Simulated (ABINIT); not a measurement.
## GaN in ABINIT: the effect of functional

Crystal: GaN.

```
CELL_PARAMETERS angstrom
0.00000 2.25350 2.25350
2.25350 0.00000 2.25350
2.25350 2.25350 0.00000
ATOMIC_POSITIONS crystal
Ga 0.00000 0.00000 0.00000
N 0.25000 0.25000 0.25000
```

The cell is a database's computed one.

Alike in all runs:

```yaml
Program: ABINIT 10.8.3 (patched build)
Task: single point
Potentials_or_basis: JTH PAW PBE v2.0
Cutoff: 844 eV
k_mesh: 10 × 10 × 10
Occupations: fermi-dirac, width 0.05 eV
Spin: no spin polarisation
```

```tsv
functional	gap on the mesh (eV)	pressure (GPa)
LDA	1.74	-5.8
PBEsol	1.66	-0.4
RPBE	1.74	9.8
BLYP	?	?
AM05	1.75	-0.3
r2SCAN	2.13	2.3
SCAN	2.08	1.5
revPBE	1.73	8.7
PW91	1.72	4.9
WC	1.65	-0.4
```

Task: What does the run with functional BLYP give?

Result: gap on the mesh 1.84 eV; pressure 10.8 GPa.

Caveats: the PAW data sets were made with another functional, which shifts forces and pressure a little.

Runs at the PBE level aren't shown here.
